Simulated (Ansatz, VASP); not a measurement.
Na: VASP beside Ansatz

```
Na
1.0
     3.63325    0.00000    0.00000
    -1.21108    3.42546    0.00000
     0.00000    0.00000   16.96654
Na
2
Direct
  0.50000 0.50000 0.41258
  0.00000 0.00000 0.58742
```

Alike in both runs: functional PBE; k mesh 8 × 8 × 1; occupations gaussian, width 0.1 eV; no spin polarisation.

Ansatz relaxed the structure, and its values are those at the end. VASP's run is a single point on that final structure, the one shown.

|  | VASP | Ansatz |
| --- | --- | --- |
| version | VASP 6.6.1 | Ansatz 0.2.0 |
| potentials or method | VASP PAW PBE potentials, release 64 (Na_pv) | scalar-relativistic, plane waves, PAW |
| plane-wave cutoff (eV) | 520 | 420 |
| valence electrons in the cell | 14 | 18 |

```csv
,VASP,Ansatz,Ansatz less VASP
gap on the k mesh at the Fermi level (eV),none,none,-
rms of the force components (eV/Å),0.005,0.005,-0.0004
```

A gap of «none» marks a metal or a gap that the smearing closes. The two sets of potentials don't hold the same shells in valence.
